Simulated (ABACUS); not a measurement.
The system is Rh.

```
CELL_PARAMETERS angstrom
-1.89785 0.00000 1.89785
0.00000 1.89785 1.89785
-1.89785 1.89785 0.00000
ATOMIC_POSITIONS crystal
Rh 0.00000 0.00000 0.00000
```

Base run:

| Quantity | Value |
| --- | --- |
| Program | ABACUS 3.10.1 |
| Functional | WC |
| Potentials or basis | PseudoDojo NC SR 0.4.1 PBE standard |
| Cutoff | 1211 eV |
| Density cutoff | 4844 eV |
| Basis | plane waves |
| k mesh | 10 × 10 × 10 |
| Occupations | fermi-dirac, width 0.05 eV |
| Spin | no spin polarisation |

Its results: band gap on the k mesh none (metal or under the smearing width); pressure -0.8 GPa.

**Question.** The run is repeated on the same cell with these changes: functional from WC to BLYP; potentials or basis from PseudoDojo NC SR 0.4.1 PBE standard to SSSP 1.3 efficiency PBE; cutoff from 1211 eV to 748 eV; density cutoff from 4844 eV to 5987 eV. What comes out?

**Answer.** Band gap on the k mesh none (metal or under the smearing width); pressure 20.0 GPa.

Caveats: the potentials were made for another functional, which shifts forces and pressure; so large a pressure means that the cell lies far from this level's equilibrium, or that cutoff or potentials fall short (some runs).

Not every run made on this cell is shown here.
